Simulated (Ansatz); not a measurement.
The system is Ge.

```
Ge
1.0
    -2.49590    2.65086    1.43695
     2.49590   -2.65086    1.43695
     2.49590    2.65086   -1.43695
Ge
2
Cartesian
  0.0000 1.3254 0.1841
  2.4959 1.3254 1.2529
```

This isn't the form of Ge at room conditions, which is diamond.

Base run:

| Property | Result |
| --- | --- |
| Program | Ansatz 0.2.0 |
| Functional | revPBE |
| Potentials or basis | Ansatz PAW |
| Cutoff | 420 eV (not typed: the program's choice for these potentials) |
| k mesh | 11 × 11 × 11 |
| Occupations | fermi-dirac, width 0.05 eV |
| Spin | no spin polarisation |

Its results: band gap on the k mesh none (metal or under the smearing width); pressure 2.4 GPa; largest force 0.055 eV/Å.

After a change of settings the same cell gave: band gap on the k mesh none (metal or under the smearing width); pressure 2.9 GPa; largest force 0.055 eV/Å. Which change was it?
A. functional from revPBE to PBEsol
B. functional from revPBE to RPBE
C. functional from revPBE to BLYP
D. functional from revPBE to PBE

B.

Caveats: the PAW data sets come from PBE, with cores solved anew for the run's functional, which leaves a small shift of forces and pressure.
